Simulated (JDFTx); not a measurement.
Input of a JDFTx 1.7.0 (patched build) run:

File GaN.in:

```
lattice Hexagonal 6.0093290763 9.7623251598
coords-type Lattice
ion Ga     0.6666666667     0.3333333333     0.5000000000 1
ion Ga     0.3333333333     0.6666666667     0.0000000000 1
ion N      0.6666666667     0.3333333333     0.8750000000 1
ion N      0.3333333333     0.6666666667     0.3750000000 1

ion-species pseudo/Ga.upf
ion-species pseudo/N.upf
elec-cutoff 42 336
elec-ex-corr gga-PBEsol
kpoint-folding 10 10 5
elec-smearing Fermi 0.0018374661
elec-n-bands 25
electronic-SCF nIterations 100 energyDiffThreshold 1e-09
electronic-minimize nIterations 30 energyDiffThreshold 1e-7
converge-empty-states yes
forces-output-coords Cartesian

dump-name run.$VAR
dump End Ecomponents EigStats BandEigs Kpoints Forces Stress ElecDensity
```

Potentials or basis: PseudoDojo-SR-PBEsol-0.4.1-standard with smoothed tails.

Run with:

```bash
$ jdftx -c 1 -i GaN.in -o GaN.out
```

(1) Predict the Loewdin charges.

(2) What does it give for the largest force?

Results:

(1) Ga +0.81; N -0.78 e.

(2) 0.133 eV/Å.

Caveat: the empty levels aren't tightly converged.

**The experiment to reproduce.**

“Studying electronic properties in GaN without electrical contacts using γ-γ vs e−-γ Perturbed Angular Correlations”, 2019, pmc:6823545 quotes, for a bulk crystal of GaN: band gap 3.503 ± 0.005 eV (direct).

Measured gap of GaN: 3.503 eV (direct; quoted in “Studying electronic properties in GaN without electrical contacts using γ-γ vs e−-γ Perturbed Angular Correlations”, 2019, pmc:6823545). This calculation gives 1.95 eV (-1.55 eV). Spin-orbit coupling on Ga is left out. The value is that of PBEsol, without temperature or zero-point motion. Semilocal functionals fall short of measured gaps as a rule.
